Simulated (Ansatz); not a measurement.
`CCC(C)(C)CC` + `[OH][In]([F])[F]` → `CC[O][In]([F])[F]` + `CCC(C)C`  (substitution at a C–C bond)

Calculated with Ansatz (gas phase, PBE0-D4/def2-TZVP geometries, no zero-point term in ΔE). CBS: MP2 limit from def2 TZ/QZ plus the TZ coupled-cluster correction, frozen cores. DFT in def2-TZVPP. B3LYP here is the variant with VWN-RPA as its local correlation; programs differ in this. Elements past krypton have def2 core potentials. For In outer-core shells are correlated without core-valence functions, which leaves a few kJ/mol of doubt a bond. Each species was taken in one conformer, which may not be the lowest.

```json
{"level": "B3LYP", "ΔE (kJ/mol)": "23.5"}
{"level": "MP2/def2-TZVPP", "ΔE (kJ/mol)": "58.8"}
```

Problem. What does CCSD(T)/CBS give? (Estimate.)

Solution. Ansatz gave: +48.1 kJ/mol. The listed levels differ from it by -24.6, 10.7 kJ/mol.

Largest T1 diagnostic among the species: 0.018.

From BLYP to BHLYP (50 % exact exchange), in def2-TZVPP and without D4, ΔE moves by +12.7 kJ/mol. In def2-TZVPP, CCSD(T) changes the Hartree–Fock value by +26.7 kJ/mol (the triples alone add +2.5 kJ/mol) and MP2 by +36.4 kJ/mol. Leaving LDA and LC-ωPBE aside and taking each functional with its dispersion term where it has one, the values, not all of them listed here, spread over 14.0 kJ/mol, from BLYP-D4 to PBE-QIDH. LDA lies +15.3 kJ/mol from PBE without D4.

CCSD(T)/CBS has its own doubt, a few kJ/mol and more with outer-core shells, so smaller differences from it don't rank the levels.
